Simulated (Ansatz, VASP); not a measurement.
## KI in VASP and in Ansatz

```
K I
1.0
     4.89159    0.00000    0.00000
    -2.44579    4.23624    0.00000
     0.00000    0.00000    4.49789
K I
1 1
Direct
  0.00000 0.00000 0.00000
  0.66667 0.33333 0.50000
```

Alike in both runs: functional PBE; k mesh 6 × 6 × 6; occupations gaussian, width 0.02 eV; no spin polarisation.

Ansatz relaxed the structure, and its values are those at the end. VASP's run is a single point on that final structure, the one shown.

|  | VASP | Ansatz |
| --- | --- | --- |
| version | VASP 6.6.1 | Ansatz 0.2.0 |
| potentials or method | VASP PAW PBE potentials, release 64 (K_sv, I) | scalar-relativistic, plane waves, PAW |
| plane-wave cutoff (eV) | 520 | 420 |
| valence electrons in the cell | 16 | 26 |

|  | VASP | Ansatz | Ansatz less VASP |
| --- | --- | --- | --- |
| gap on the k mesh at the Fermi level (eV) | 3.63 | 3.63 | +0.004 |
| least direct gap on the mesh (eV) | 3.64 | 3.64 | +0.003 |
| pressure (GPa) | 0.0 | 0.0 | -0.02 |

The two sets of potentials don't hold the same shells in valence.

Caveats: spin-orbit coupling is left out, which moves the levels of the heavy elements. A k mesh can miss the band edges.
